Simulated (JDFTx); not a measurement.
C:

```xyz
2
Lattice="0.0000 1.7834 1.7834 1.7834 0.0000 1.7834 1.7834 1.7834 0.0000" Properties=species:S:1:pos:R:3 pbc="T T T"
C     2.6751    2.6751    2.6751
C     1.7834    1.7834    1.7834
```

This isn't the form of C at room conditions, which is graphite.

Base run:

```yaml
Program: JDFTx 1.7.0 (patched build)
Functional: HLE16
Potentials_or_basis: PseudoDojo-SR-PBE-0.5-standard
Cutoff: 1116 eV
Density_cutoff: 8925 eV
k_mesh: 13 × 13 × 13
Occupations: fermi-dirac, width 0.05 eV
Spin: no spin polarisation
```

Its results: band gap on the k mesh 4.91 eV, indirect (least direct gap 5.86 eV); pressure -97.5 GPa.

Problem. After a change of settings the same cell gave: band gap on the k mesh 5.12 eV, indirect (least direct gap 6.93 eV); pressure -10.9 GPa. Which change was it?
A. functional from HLE16 to LDA; potentials or basis from PseudoDojo-SR-PBE-0.5-standard to PseudoDojo-SR-LDA-0.4.1-standard
B. functional from HLE16 to HSEsol; cutoff from 1116 eV to 1007 eV; density cutoff from 8925 eV to 8055 eV; k mesh from 13 × 13 × 13 to 5 × 5 × 5
C. functional from HLE16 to r2SCAN; potentials or basis from PseudoDojo-SR-PBE-0.5-standard to SG15-PBE-1.2; cutoff from 1116 eV to 1088 eV; density cutoff from 8925 eV to 8708 eV

Solution. B.

Caveats: some runs use coarse meshes; the potentials were made for another functional, which shifts forces and pressure; an odd mesh through Γ misses points on the zone boundary, where band edges often lie; the cell as given lies far from equilibrium (some runs); the potentials were made for a functional far from this one (some runs); so large a pressure means that the cell lies far from this level's equilibrium, or that cutoff or potentials fall short (some runs); the cutoff is short for these files and lowers the pressure by up to 1 GPa (some runs); versions of the library of functionals differ on this one, in energies and forces (some runs).
